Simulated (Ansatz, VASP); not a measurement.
One calculation of MgO, two programs

```
Mg O
1.0
     0.00000    2.12685    2.12685
     2.12685    0.00000    2.12685
     2.12685    2.12685    0.00000
Mg O
1 1
Cartesian
  0.0000 0.0000 0.0000
  2.1269 2.1269 2.1269
```

Alike in both runs: functional PBE; k mesh 10 × 10 × 10; occupations gaussian, width 0.02 eV; no spin polarisation.

Ansatz relaxed the structure, and its values are those at the end. VASP's run is a single point on that final structure, the one shown.

|  | VASP | Ansatz |
| --- | --- | --- |
| version | VASP 6.6.1 | Ansatz 0.2.0 |
| potentials or method | VASP PAW PBE potentials, release 64 (Mg, O) | scalar-relativistic, plane waves, PAW |
| plane-wave cutoff (eV) | 520 | 420 |
| valence electrons in the cell | 8 | 16 |

|  | VASP | Ansatz | Ansatz less VASP |
| --- | --- | --- | --- |
| gap on the k mesh at the Fermi level (eV) | 4.44 | 4.46 | +0.017 |
| least direct gap on the mesh (eV) | 4.44 | 4.46 | +0.017 |
| pressure (GPa) | -0.7 | 0.0 | +0.74 |

The two sets of potentials don't hold the same shells in valence.

As with any semilocal functional, this PBE gap is likely too small.
